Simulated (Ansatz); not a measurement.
Input of an Ansatz 0.2.0 run:

input.yaml

```yaml
crystal:
  lattice:
    - [2.5539396017, 0.0, 0.0]
    - [-1.2769698009, 2.2117765748, 0.0]
    - [0.0, 0.0, 4.226855]
  atoms:
    - { symbol: "N", position: [0.3333333333, 0.6666666667, 0.125276] }
    - { symbol: "N", position: [0.6666666667, 0.3333333333, 0.625276] }
    - { symbol: B, position: [0.3333333333, 0.6666666667, 0.499724] }
    - { symbol: B, position: [0.6666666667, 0.3333333333, 0.999724] }
hamiltonian:
  xc: blyp
  pseudopotentials: { kind: paw }
kpoints:
  mp_grid: { grid: [12, 12, 6] }
  band_path:
    path:
      - [[0.0, 0.0, 0.0], [0.5, 0.0, 0.0], [0.3333333333, 0.3333333333, 0.0], [0.0, 0.0, 0.0], [0.0, 0.0, 0.5], [0.5, 0.0, 0.5], [0.3333333333, 0.3333333333, 0.5], [0.0, 0.0, 0.5]]
      - [[0.5, 0.0, 0.5], [0.5, 0.0, 0.0]]
      - [[0.3333333333, 0.3333333333, 0.0], [0.3333333333, 0.3333333333, 0.5]]
    npoints: 14
scf:
  occupations: { method: fermi_dirac, width: 0.05 }
  n_extra_bands: 10
output:
  forces: true
  stress: true
  eigenvalues: true
  fatbands: false
  write_density: true
  write_potential: true
  elf: true
  volumetric_format: npy
```

Potentials or basis: Ansatz PAW.

Command:

```console
$ ansatz run input.yaml --threads 2 --pin off --max-ram 5632MiB --backend cpu --events-out ev --progress --plain --runs-dir out
```

Question: What does it give for the band gap along the path?

Answer: 5.59 eV, indirect (least direct gap 8.40 eV).

Question: Estimate the largest force.

Answer: 0.026 eV/Å.

Question: Estimate the pressure.

Answer: 6.8 GPa.

Question: Predict the band gap on the k mesh.

Answer: 5.59 eV, indirect (least direct gap 8.39 eV).

Forces on the atoms (eV/Å):
```
N    0.000  0.000 -0.026
N    0.000  0.000 -0.026
B    0.000  0.000  0.026
B    0.000  0.000  0.026
```

Caveat: the pressure holds a Pulay correction of +1.2 GPa for the finite cutoff; the PAW data sets come from PBE, with cores solved anew for the run's functional, which leaves a small shift of forces and pressure.
